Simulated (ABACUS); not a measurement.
Runs of ABACUS 3.10.1 on I. It takes space group Fmmm (No. 69, orthorhombic). Conventional cell: a = 4.384 Å, b = 4.731 Å, c = 7.820 Å, α = 90.00°, β = 90.00°, γ = 90.00°. Around I (site symmetry mmm) lie 4 I at 3.23 Å. 

```tsv
task	level	potentials or basis	cell	k mesh	cutoff (eV)	threshold of the eigensolver	points for each segment of the path	symmetry key	max steps of the relaxation	force threshold	gap on the mesh (eV)	pressure (GPa)	relaxed volume (Å³/atom)
relaxation of cell and atoms	SCAN	SG15 ONCV 1.2 PBE, plane waves	relaxed	6 × 6 × 6	1116	-	-	1	60	0.005 eV/Å	none	-0.1	(a)
single point	PBEsol	PseudoDojo NC SR 0.5 PBE standard, plane waves	as given	7 × 7 × 7	966	-	-	1	-	-	none	-1.3	-
single point	M06-L	SG15 ONCV 1.2 PBE, plane waves	as given	6 × 6 × 6	1116	-	-	1	-	-	none	1.1	-
relaxation of cell and atoms	PBEsol	PseudoDojo NC SR 0.5 PBE standard, plane waves	relaxed	7 × 7 × 7	966	-	-	1	60	0.02 eV/Å	none	0.0	37.77
```

Alike in all rows: no spin polarisation; smearing fermi-dirac 0.05 eV.

Problem. Estimate the missing entries.

Solution. (a) 38.29.

Caveats: the potentials were made for another functional, which shifts forces and pressure; an odd number of electrons without spin polarisation forces a metal; a magnetic or distorted state may lie lower.

A k mesh can miss the band edges, and the runs leave out spin-orbit coupling on I.

A gap of «none» marks a metal or a gap under the smearing width.

The runs don't all hold the same shells in valence.
